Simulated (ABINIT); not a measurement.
## TiB2 in ABINIT: convergence with smearing width

Crystal: TiB2.

```
Ti B
1.0
     3.02920    0.00000    0.00000
    -1.51460    2.62336    0.00000
     0.00000    0.00000    3.22840
Ti B
1 2
Cartesian
  0.0000 0.0000 0.0000
  1.5146 0.8745 1.6142
  0.0000 1.7489 1.6142
```

* Program: ABINIT 10.8.3 (patched build)
* Task: single point
* Functional: RPBE
* Potentials or basis: PseudoDojo NC SR PBE v0.4.1 standard
* Cutoff: 1143 eV
* k mesh: 10 × 10 × 8
* Occupations: cold (ABINIT), width 0.272 eV
* Spin: no spin polarisation

These are the settings of the first run; the series varies smearing width, with any setting tied to it.

Hardware: 1 thread of Intel(R) Xeon(R) Platinum 8488C (Sapphire Rapids), on a shared host.

| smearing width | energy less the tightest run (meV/atom) | SCF cycles | CPU time (s) | peak memory (GiB) |
| --- | --- | --- | --- | --- |
| 0.272 eV | -1.10 | 13 | 58 | 0.1 |
| 0.2 eV | -0.70 | 13 | 58 | 0.1 |
| 0.136 eV | -0.38 | 13 | 58 | 0.1 |
| 0.1 eV | -0.23 | 13 | 58 | 0.1 |
| 0.05 eV | -0.07 | 13 | 58 | 0.1 |
| 0.025 eV | -0.02 | 13 | 58 | 0.1 |
| 0.01 eV | 0.00 | 13 | 58 | 0.1 |

Against the tightest run, the energy stays within 1 meV/atom from 0.2 eV on. Narrower smearing needs a denser k mesh, so at a fixed mesh the narrowest width isn't the most accurate. The tightest run that finished is the yardstick and may itself not be fully converged.
